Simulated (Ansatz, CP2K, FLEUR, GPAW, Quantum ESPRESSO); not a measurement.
**Pb: 5 runs at one level of theory**

```
Pb
1.0
     3.48000    0.00000    0.00000
    -1.74000    3.01377    0.00000
     0.00000    0.00000   20.59000
Pb
3
Direct
  0.33333 0.66667 0.36425
  0.66667 0.33333 0.50000
  0.33333 0.66667 0.63575
```

Alike in all runs: functional PBE; k mesh 9 × 9 × 1; occupations fermi-dirac, width 0.05 eV; no spin polarisation; no spin-orbit coupling.

```csv
program and potentials,plane-wave cutoff (eV),notes,largest force (eV/Å)
"Ansatz, Ansatz PAW",420,14 valence electrons an atom on average,0.227
"Quantum ESPRESSO, PseudoDojo 0.4.1 SR PBE standard",762,14 valence electrons an atom on average,0.232
"CP2K, POTENTIAL_UZH Pb GTH-PBE-q4; TZVP-MOLOPT-PBE-GTH basis",-,atomic basis; 4 valence electrons an atom on average,0.257
"FLEUR, all-electron, FLAPW",-,-,0.228
"GPAW, GPAW PAW data sets (gpaw-data 1.2.1)",450,14 valence electrons an atom on average,0.203
```

Force on atom 1 (Pb), eV/Å:

```json
{"program and potentials": "Ansatz, Ansatz PAW", "x": "0.000", "y": "0.000", "z": "-0.227"}
{"program and potentials": "Quantum ESPRESSO, PseudoDojo 0.4.1 SR PBE standard", "x": "0.000", "y": "0.000", "z": "-0.232"}
{"program and potentials": "CP2K, POTENTIAL_UZH Pb GTH-PBE-q4; TZVP-MOLOPT-PBE-GTH basis", "x": "0.000", "y": "0.000", "z": "-0.257"}
{"program and potentials": "FLEUR, all-electron, FLAPW", "x": "0.000", "y": "0.000", "z": "-0.228"}
{"program and potentials": "GPAW, GPAW PAW data sets (gpaw-data 1.2.1)", "x": "0.000", "y": "0.000", "z": "-0.203"}
```

Rows in atomic bases carry the error of their basis and grid, which can be large.

The functional is the same throughout but for its coding, so the spread measures potentials, basis and numerics; runs on potential files found faulty are left out.
